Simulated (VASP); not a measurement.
Crystal: Nb.

```
Nb
1.0
     0.00000    2.08008    2.08008
     2.08008    0.00000    2.08008
     2.08008    2.08008    0.00000
Nb
1
Cartesian
  0.0000 0.0000 0.0000
```

This isn't the form of Nb at room conditions, which is bcc.

```yaml
Program: VASP 6.6.1
Task: relaxation of cell and atoms
Functional: PBE
Potentials_or_basis: VASP PAW PBE potentials, release 64 (Nb_sv)
Cutoff: 600 eV
k_mesh: 18 × 18 × 18
Occupations: gaussian, width 0.1 eV
Spin: no spin polarisation
```

At the start: pressure 7.0 GPa; volume 18.00 Å³/atom.

**Question.** Where does the relaxation end?

**Answer.** Over 4 steps the energy falls by 15.5 meV/atom and the volume is 18.73 Å³/atom (+4.1 %); space group Fm-3m (No. 225, to 0.05 Å).

The path:
| step | energy change (eV) | largest force (eV/Å) | pressure (GPa) | volume (Å³) |
| --- | --- | --- | --- | --- |
| 1 | 0.0000 | 0.0000 | 7.03 | 18.00 |
| 2 | 0.0331 | 0.0000 | -10.42 | 20.14 |
| 3 | -0.0155 | 0.0000 | -0.14 | 18.74 |
| 4 | -0.0155 | 0.0000 | -0.01 | 18.73 |

Final structure:
```xyz
1
Lattice="0.0000 2.1078 2.1078 2.1078 0.0000 2.1078 2.1078 2.1078 0.0000" Properties=species:S:1:pos:R:3 pbc="T T T"
Nb    0.0000    0.0000    0.0000
```
